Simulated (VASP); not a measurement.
Wanted: the native input for a VASP 6.6.1 run.

* Task: relaxation of cell and atoms
* Functional: r2SCAN
* Potentials or basis: VASP PAW PBE potentials, release 64 (Si, O)
* Cutoff: 600 eV
* k mesh: 6 × 6 × 4
* Occupations: gaussian, width 0.02 eV
* Spin: no spin polarisation
* Ladder: gaps
* Further INCAR settings: ALGO = Normal; EDIFF = 1e-06; IBRION = 2; EDIFFG = -0.01; NSW = 60; ISIF = 3

The structure of SiO2 lies in POSCAR:

```
SiO2
1.0
    5.0605222284      0.0000000000      0.0000000000
   -2.5302611142      4.3825408062      0.0000000000
    0.0000000000      0.0000000000      5.5413533100
Si O
3 6
Direct
    0.5000000000      0.0000000000      0.0000000000
    0.5000000000      0.5000000000      0.6666666667
    0.0000000000      0.5000000000      0.3333333333
    0.2086053700      0.7913946300      0.1666666667
    0.2086053700      0.4172107400      0.5000000000
    0.4172107400      0.2086053700      0.8333333333
    0.7913946300      0.2086053700      0.1666666667
    0.7913946300      0.5827892600      0.5000000000
    0.5827892600      0.7913946300      0.8333333333
```

The cell comes from a database or a generator and needn't be the stable form of this composition.

One way to write it, as run:

INCAR

```
ALGO = Normal
EDIFF = 1E-6
EDIFFG = -0.01
ENCUT = 600
IBRION = 2
ISIF = 3
ISMEAR = 0
KPAR = 4
LASPH = True
LCHARG = False
LMIXTAU = True
LREAL = False
LWAVE = False
METAGGA = R2SCAN
NELM = 100
NSW = 60
PREC = Accurate
SIGMA = 0.02
```

KPOINTS

```
k-points
0
Gamma
  6 6 4
```

Potentials or basis: VASP PAW PBE potentials, release 64 (Si, O).

The run is started by

```console
$ cat potpaw_PBE.64/Si/POTCAR potpaw_PBE.64/O/POTCAR > POTCAR
$ mpirun -np 4 vasp_std > vasp.out
```

Results of the run:

```json
{
  "Relaxed volume": "13.66 Å³/atom",
  "Relaxed cell": "a = 5.061 Å, b = 5.061 Å, c = 5.542 Å, α = 90.00°, β = 90.00°, γ = 120.00°",
  "Space group after relaxing (to 0.05 Å)": "P6_422 (No. 181)",
  "Energy gained by relaxing": "0.0 meV/atom",
  "Ionic steps": "2",
  "Pressure after relaxing": "-0.1 GPa",
  "Largest force after relaxing": "0.006 eV/Å",
  "Band gap on the k mesh": "6.30 eV, indirect (least direct gap 6.49 eV)"
}
```

Caveat: the PAW data sets were made with another functional, which shifts forces and pressure a little.

Run time: 88 s on 4 MPI ranks on Intel(R) Xeon(R) 6975P-C (Granite Rapids), with other jobs on the host, peak memory 0.31 GiB a rank.
